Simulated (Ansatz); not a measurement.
# FeO (I4/mmm) in Ansatz: band structure with PBEsol

Aim: the band structure of FeO with PBEsol.

Program: Ansatz 0.2.0. These are calculated values, not measurements. Logs are shortened: lines on timing, memory, paths and dates and some standing lists are left out, and cuts for length are marked.

## (1) The structure

Symmetry: I4/mmm, No. 139, tetragonal system. The conventional cell has a = 3.204 Å, b = 3.204 Å, c = 4.167 Å, α = 90.00°, β = 90.00°, γ = 90.00°. Fe (site symmetry 4/mmm) is surrounded by 6 O at 2.08 to 2.27 Å. O (site symmetry 4/mmm) is surrounded by 6 Fe at 2.08 to 2.27 Å.

The cell comes from a database or a generator and needn't be the stable form of this composition.

## (2) Band structure, PBEsol, collinear spin, ferromagnetic start

The input, input.yaml:

```yaml
crystal:
  lattice:
    - [-1.602103413, 1.602103413, 2.08339225]
    - [1.602103413, -1.602103413, 2.08339225]
    - [1.602103413, 1.602103413, -2.08339225]
  atoms:
    - { symbol: Fe, position: [0.0, 0.0, 0.0], spin: 3.0 }
    - { symbol: O, position: [0.5, 0.5, 0.0] }
hamiltonian:
  xc: pbesol
  pseudopotentials: { kind: paw }
magnetization:
  spin_polarized: true
kpoints:
  mp_grid: { grid: [12, 12, 12] }
  band_path:
    path:
      - [[0.0, 0.0, 0.0], [0.0, 0.0, 0.5], [-0.2956711885, 0.2956711885, 0.5], [-0.3978355942, 0.3978355942, 0.3978355942], [0.0, 0.0, 0.0], [0.5, 0.5, -0.5], [0.3978355942, 0.6021644058, -0.3978355942], [0.0, 0.5, 0.0], [0.25, 0.25, 0.25], [0.5, 0.5, -0.2956711885], [0.5, 0.5, -0.5]]
      - [[0.0, 0.0, 0.5], [0.25, 0.25, 0.25]]
    npoints: 14
scf:
  occupations: { method: fermi_dirac, width: 0.05 }
  n_extra_bands: 6
output:
  forces: true
  stress: true
  eigenvalues: true
  fatbands: true
  write_density: true
  write_potential: true
  elf: true
  volumetric_format: npy
```

Potentials or basis: Ansatz PAW.

Started as:

```console
$ ansatz run input.yaml --threads 2 --pin off --max-ram 5632MiB --backend cpu --events-out ev --progress --plain --runs-dir out
```

The log of the run:

```text
Warning: RAYON_NUM_THREADS=2 ignored (pool sized by the plan → 2); use --threads N
scf.n_extra_bands = 6 over 11 filled bands (N_el = 22.0): the run solves 17 bands
Engine: ansatz 0.2.0, aarch64-unknown-linux-gnu
Pseudopotentials: kind: paw
Pseudopotential: Fe, paw, valence charge 16, recommended cutoff 420 eV (normal), Fe.paw.azcp
Pseudopotential: O, paw, valence charge 6, recommended cutoff 420 eV (normal), O.paw.azcp
Functional definition: PBEsol
  exchange = pbesol_x
  correlation = pbesol_c
Crystal: 2 atoms, lattice volume = 21.390 Å³
Basis set: ecut = 420 eV, 411 PW (Γ), exchange–correlation on 48×48×48 points (8 copies of the dense FFT grid, shifted against one another)
Bands: 17, of which v1, the nominal top of the filled ones, is band 11 counted from 1 (10 counted from 0)
Symmetry: 16 space group operations
Space group: I4/mmm (ITA 139), of the structure as read, at distance tolerance 2.8e-5 Å
Magnetic group: BNS 139.531 (UNI 1191), of the structure as read, at distance tolerance 2.8e-5 Å
k-points: 163 of 1728
Non-local potential: Fe, projectors of the file, l = 0: 3, l = 1: 2, l = 2: 3, l = 3: 1
Non-local potential: O, projectors of the file, l = 0: 2, l = 1: 2, l = 2: 1
PAW form: soft (Blöchl's): semilocal exchange-correlation on the pseudo side does not see the compensation charge
PAW frozen core: Fe, regenerated for the run's functional, and the local potential with it (the file was generated under x = pbe(κ = 0.804, μ = 0.2195149727645171), c = pbe(β = 0.06672455060314922))
PAW frozen core: O, regenerated for the run's functional, and the local potential with it (the file was generated under x = pbe(κ = 0.804, μ = 0.2195149727645171), c = pbe(β = 0.06672455060314922))
PAW one-centre angular grid: Fe, 590 points (default); XC on 64 Gauss nodes
PAW one-centre angular grid: O, 110 points (default); XC on 64 Gauss nodes
Initial density: superposition of atomic densities (chi_scale 0.1, normalization cell, long waves kept (reshape's long-wave potential 0.00 eV rms))
Starting moments: Σ|m| = 3 μB on 1 of 2 sites
Initial wavefunctions: pseudopotential atomic-orbital guess
Functional: x = pbesol(κ = 0.804, μ = 0.12345679012345678), c = pbesol(β = 0.046)
SCF iter   1: F=—  HF=-5008.562097 eV  |F-HF|=—  |Δ(HF+E_count)|=         —  Δρ=1.33e-1 (↑1.33e-1 ↓7.00e-2)  dr2=4.20e0  dr2_m=1.04e0  M=3.692 μB ∫|m|=3.692 μB  β_m=0.30  ethr=3.10e-3  ⟨swp⟩=4.3  Hψ=23041  notcnv=0
Mixer restart at iter 1: flushing history
preconditioner: auto → none  [metal: Δε(μ)=0.003 eV  Ē_g=12.462 eV  σ=0.050 eV  W_gap=0.01  n_scr=8 (ndim 8)  ℏωp=30.0 eV  f_vac=0.000  D(μ)=2.88/eV (n_scr^D=50)  sad-step TF]
SCF iter   2: F=—  HF=-5008.620148 eV  |F-HF|=—  |Δ(HF+E_count)|=   5.81e-2  Δρ=8.73e-2 (↑8.73e-2 ↓6.10e-2)  dr2=4.67e-1  dr2_m=9.84e-1  M=3.983 μB ∫|m|=3.984 μB  β_m=0.47  ethr=3.10e-3  ⟨swp⟩=3.0  Hψ=13217  notcnv=0  defer=101
SCF iter   3: F=—  HF=-5008.699840 eV  |F-HF|=—  |Δ(HF+E_count)|=   7.97e-2  Δρ=3.43e-2 (↑3.43e-2 ↓2.96e-2)  dr2=3.48e-1  dr2_m=1.18e-1  M=3.983 μB ∫|m|=3.986 μB  β_m=0.52  ethr=2.12e-3  ⟨swp⟩=1.7  Hψ=9068  notcnv=0  defer=117
SCF iter   4: F=—  HF=-5008.689649 eV  |F-HF|=—  |Δ(HF+E_count)|=   1.02e-2  Δρ=6.52e-3 (↑6.52e-3 ↓4.62e-3)  dr2=1.12e-2  dr2_m=1.60e-3  M=4.001 μB ∫|m|=4.010 μB  β_m=0.50  ethr=1.58e-3  ⟨swp⟩=2.2  Hψ=8949  notcnv=0  defer=117
SCF iter   5: F=—  HF=-5008.690169 eV  |F-HF|=—  |Δ(HF+E_count)|=         —  Δρ=3.77e-3 (↑3.77e-3 ↓2.05e-3)  dr2=1.78e-3  dr2_m=5.79e-4  M=4.001 μB ∫|m|=4.010 μB  β_m=0.50  ethr=5.08e-5  ⟨swp⟩=2.6  Hψ=11763  notcnv=0  defer=128
Mixer restart at iter 5: flushing history
SCF iter   6: F=—  HF=-5008.691823 eV  |F-HF|=—  |Δ(HF+E_count)|=   1.65e-3  Δρ=1.37e-3 (↑1.37e-3 ↓7.51e-4)  dr2=1.67e-4  dr2_m=1.16e-4  M=4.001 μB ∫|m|=4.011 μB  β_m=0.67  ethr=8.09e-6  ⟨swp⟩=2.6  Hψ=9781  notcnv=0  defer=130
SCF iter   7: F=—  HF=-5008.693346 eV  |F-HF|=—  |Δ(HF+E_count)|=   1.52e-3  Δρ=1.23e-3 (↑1.22e-3 ↓1.23e-3)  dr2=7.70e-4  dr2_m=5.15e-6  M=4.001 μB ∫|m|=4.012 μB  β_m=0.64  ethr=7.60e-7  ⟨swp⟩=2.0  Hψ=9629  notcnv=0  defer=130
SCF iter   8: F=—  HF=-5008.693316 eV  |F-HF|=—  |Δ(HF+E_count)|=   3.00e-5  Δρ=7.05e-4 (↑7.05e-4 ↓4.67e-4)  dr2=1.56e-4  dr2_m=8.24e-6  M=4.001 μB ∫|m|=4.012 μB  β_m=0.56  ethr=7.60e-7  ⟨swp⟩=2.0  Hψ=10395  notcnv=0  defer=130
SCF iter   9: F=—  HF=-5008.693267 eV  |F-HF|=—  |Δ(HF+E_count)|=   4.91e-5  Δρ=1.54e-4 (↑1.54e-4 ↓8.94e-5)  dr2=3.02e-6  dr2_m=2.11e-6  M=4.001 μB ∫|m|=4.012 μB  β_m=0.59  ethr=7.07e-7  ⟨swp⟩=2.4  Hψ=7907  notcnv=0  defer=130
SCF iter  10: F=—  HF=-5008.693267 eV  |F-HF|=—  |Δ(HF+E_count)|=   6.95e-7  Δρ=4.30e-5 (↑4.30e-5 ↓3.08e-5)  dr2=1.65e-7  dr2_m=2.18e-7  M=4.001 μB ∫|m|=4.012 μB  β_m=0.80  ethr=1.37e-8  ⟨swp⟩=2.5  Hψ=8512  notcnv=0  defer=130
SCF iter  11: F=—  HF=-5008.693268 eV  |F-HF|=—  |Δ(HF+E_count)|=   1.60e-7  Δρ=5.04e-6 (↑5.04e-6 ↓2.70e-6)  dr2=2.82e-9  dr2_m=1.52e-9  M=4.001 μB ∫|m|=4.012 μB  β_m=0.82  ethr=7.50e-10  ⟨swp⟩=2.0  Hψ=8398  notcnv=0  defer=130
SCF iter  12: F=-5008.693268 eV  HF=-5008.693268 eV  |F-HF|=1.09e-11  |Δ(HF+E_count)|=  2.98e-10  Δρ=6.36e-7 (↑4.16e-7 ↓6.36e-7)  dr2=5.48e-11  dr2_m=3.89e-11  M=4.001 μB ∫|m|=4.012 μB  ethr=1.28e-11  ⟨swp⟩=5.6  Hψ=27589  notcnv=0
SCF 1 converged in 12 iterations: F = -5008.693268 eV  dr2 = 5.48e-11
NSCF: frozen V_eff on 156 k-points
SCF converged after 12 iterations
Magnetization: 4.0013 μB (13.0006 up, 8.9994 down)
Absolute magnetization: 4.0120 μB (∫|ρ↑−ρ↓|, with the PAW one-centre terms)
Spin contamination: 0.0128 ħ² per cell (⟨S²⟩ above its minimum at these occupations)
Per-site moments (μB) at R_I (Å): [(3.3913272260528338, 0.8593993031250001), (0.31325976087019164, 0.8593993031250001)]
Free energy (F): -5008.693268 eV
Harris-Foulkes:  -5008.693268 eV  (|F-HF|=1.09e-11)
Internal energy: -5008.680338 eV  (E = F + TS)
E sigma→0 (E₀):  -5008.686803 eV
Entropy (-TS):   -0.012930 eV (-6.465 meV/atom)
Fermi energy:    13.267084 eV
--- Per-component energies (eV) ---
  E_band       = -292.969182
  E_kinetic    = 512.135352
  E_local      = -2691.442931  (includes V_loc(G=0)·N_el)
  E_nonlocal   = 280.560913
  E_hartree    = 1091.929125
  E_xc         = -185.182986
  E_vxc        = -238.604674  (∫ρ·V_xc dr)
  E_paw        = -1491.845037  (= ΣΔE_a)
  E_vpaw       = -339.479167  (= ΣTr[D̂ρ^β])
  E_aug_tail   = 0.002919  (compensation charges beyond the density's cutoff)
  E_ewald      = -2525.052183
  E_core_change = 0.214490  (= ΣΔE_core)
  E_smearing   = -0.012930  (= −TS)
  E_closure    = -0.000000  (closes the sum)
  Σ components = -5008.693268   (vs F -5008.693268, Δ=0.00e0)
--- Forces (eV/Å), atoms counted from 1 ---
  atom   1  Fe    -0.00000000     0.00000000    -0.00000000
  atom   2  O     -0.00000000     0.00000000     0.00000000
  max |Σ_I F_I| component: 5.92e-31 eV/Å
--- Stress (GPa, compression-positive) ---
      -17.219589       0.000000       0.000000
        0.000000     -17.219589      -0.000000
        0.000000       0.000000     -14.001386
  P = ⅓ Tr σ = -16.1469 GPa (-161.469 kbar)
--- Band table (eV; the first three rows and the last of 326) ---
  k-point 0 ↑: bands = ["-76.3473", "-42.5209", "-42.5043", "-42.5043", "-7.0363", "9.3568", "9.3568", "9.3721", "9.5055", "9.6068", "9.6068", "9.6408", "9.6699", "12.9616", "28.1159", "29.5499", "29.5499"]
  k-point 1 ↑: bands = ["-76.3469", "-42.5220", "-42.5068", "-42.5049", "-6.9627", "8.3145", "8.9496", "9.2356", "9.3061", "9.6052", "9.7995", "10.0565", "10.4997", "13.5427", "27.0207", "28.6965", "29.1795"]
  k-point 2 ↑: bands = ["-76.3461", "-42.5252", "-42.5136", "-42.5066", "-6.7651", "7.1676", "8.6204", "8.9254", "9.1688", "9.6682", "10.1719", "10.3906", "10.8726", "14.9248", "25.8119", "26.4365", "27.5903"]
  k-point 162 ↓: bands = ["-72.2390", "-38.5339", "-38.5339", "-38.5060", "-5.3213", "6.8032", "8.8351", "8.8351", "11.2844", "13.9860", "13.9908", "13.9908", "14.3231", "19.3432", "22.5666", "24.0331", "27.3557"]
```

Run time: 8.8 s. Hardware: 2 threads of Arm Neoverse V1, shared host; peak memory 0.39 GiB.

What came out:

```yaml
Free_energy: -5008.6933 eV
Pressure: -16.1 GPa
Band_gap_on_the_k_mesh: none (metal or under the smearing width)
Net_moment: 4.00 μB per cell
Absolute_moment: 4.01 μB per cell
Site_moments: Fe +3.39; O +0.31 μB
```

Stress tensor (GPa, compression positive):
```
-17.22   0.00   0.00
  0.00 -17.22   0.00
  0.00   0.00 -14.00
```

Levels at the corners of the path, in eV from the Fermi level:
Spin up:
```csv
point,band 11,band 12,band 13,band 14,band 15,band 16
Γ,-3.66,-3.63,-3.60,-0.31,14.85,16.28
X,-2.89,-2.87,-2.79,4.63,7.73,10.62
Y,-2.91,-2.83,-1.98,6.35,8.21,8.97
S,-2.80,-2.52,-2.36,5.66,8.26,8.84
Γ,-3.66,-3.63,-3.60,-0.31,14.85,16.28
Z,-2.85,-2.85,-2.76,4.75,8.77,9.57
S1,-2.80,-2.52,-2.36,5.66,8.26,8.84
N,-2.51,-0.83,-0.22,3.63,7.72,10.97
P,-2.71,-2.71,-1.65,7.12,8.02,8.02
Y1,-2.91,-2.83,-1.98,6.35,8.21,8.97
Z,-2.85,-2.85,-2.76,4.75,8.77,9.57
X,-2.89,-2.87,-2.79,4.63,7.73,10.62
P,-2.71,-2.71,-1.65,7.12,8.02,8.02
```
Spin down:
| point | band 7 | band 8 | band 9 | band 10 | band 11 | band 12 |
| --- | --- | --- | --- | --- | --- | --- |
| Γ | -3.07 | -3.07 | -0.75 | -0.75 | -0.45 | -0.35 |
| X | -4.46 | -3.91 | -1.88 | 0.53 | 0.55 | 0.80 |
| Y | -5.60 | -5.05 | -0.56 | 0.15 | 0.75 | 0.98 |
| S | -5.47 | -4.60 | -1.13 | 0.59 | 0.62 | 1.21 |
| Γ | -3.07 | -3.07 | -0.75 | -0.75 | -0.45 | -0.35 |
| Z | -4.43 | -4.43 | -1.98 | 0.72 | 0.72 | 0.72 |
| S1 | -5.47 | -4.60 | -1.13 | 0.59 | 0.62 | 1.21 |
| N | -5.03 | -4.86 | 0.26 | 0.52 | 0.63 | 2.22 |
| P | -5.82 | -5.81 | 0.32 | 0.32 | 0.55 | 0.73 |
| Y1 | -5.60 | -5.05 | -0.56 | 0.15 | 0.75 | 0.98 |
| Z | -4.43 | -4.43 | -1.98 | 0.72 | 0.72 | 0.72 |
| X | -4.46 | -3.91 | -1.88 | 0.53 | 0.55 | 0.80 |
| P | -5.82 | -5.81 | 0.32 | 0.32 | 0.55 | 0.73 |

Caveat: the pressure holds a Pulay correction of +0.7 GPa for the finite cutoff; a cell with one magnetic atom can't hold antiferromagnetic order, which such compounds often take; semilocal functionals often make such compounds metallic where correlation or magnetic order opens a gap, which also shifts bond lengths; the PAW data sets come from PBE, with cores solved anew for the run's functional, which leaves a small shift of forces and pressure. With open d or f shells a metallic result of PBEsol can be an artefact of self-interaction; +U or a hybrid may open a gap.
